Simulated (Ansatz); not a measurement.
AgCl: stationary points along a deformation path

These are results of DFT PBEsol, scalar-relativistic, plane waves, PAW (Ansatz), not measurements. Cutoff 420 eV, Γ-centred 12×12×12 k-points, Gaussian smearing of 0.05 eV. No spin polarisation. Energies are free energies at this smearing, counted from the undisturbed cell; pressure is positive in compression.

The starting cell (as given, not relaxed at this level; it stands at -4.6 GPa; this CsCl-type form isn't the usual structure):

```xyz
2
Lattice="3.4340 0.0000 0.0000 0.0000 3.4340 0.0000 0.0000 0.0000 3.4340" Properties=species:S:1:pos:R:3 pbc="T T T"
Ag    0.0000    0.0000    0.0000
Cl    1.7170    1.7170    1.7170
```

At fixed volume and fractional coordinates, lengths along (0.000, 0.000, 1.000) are scaled against those across it; ρ is that ratio over its starting value. V = 20.247 Å³/atom. Δσ is the stress along the axis less the mean stress across it (compression positive).

```
    ρ  ΔE (meV/atom)  Δσ (GPa) space group
0.707          335.2     22.79       P4/mmm
0.780          159.4     17.89       P4/mmm
0.850           60.6      9.83       P4/mmm
1.000            0.0      0.00        Pm-3m
1.200           62.9     -8.33       P4/mmm
1.414          239.0    -17.11       P4/mmm
```

Question: How does the stress give the slope of the energy, and where is the energy stationary?

Answer: Along the path d ln(length) is 2/3 d ln ρ on the axis and −1/3 d ln ρ across it, so dE/d ln ρ = −(2/3) V Δσ: the energy falls with ρ where Δσ is positive. Δσ vanishes or changes sign at ρ = 1.000 (Pm-3m), a minimum at 0.0 meV/atom. Pairs of stationary points between two samples would go unseen, and could change a minimum read from distant neighbours into a maximum. At ρ = 1.000 the cell is cubic, where symmetry alone makes the stress isotropic and the slope zero.

The gap closes along the scan, which can put kinks into the curve.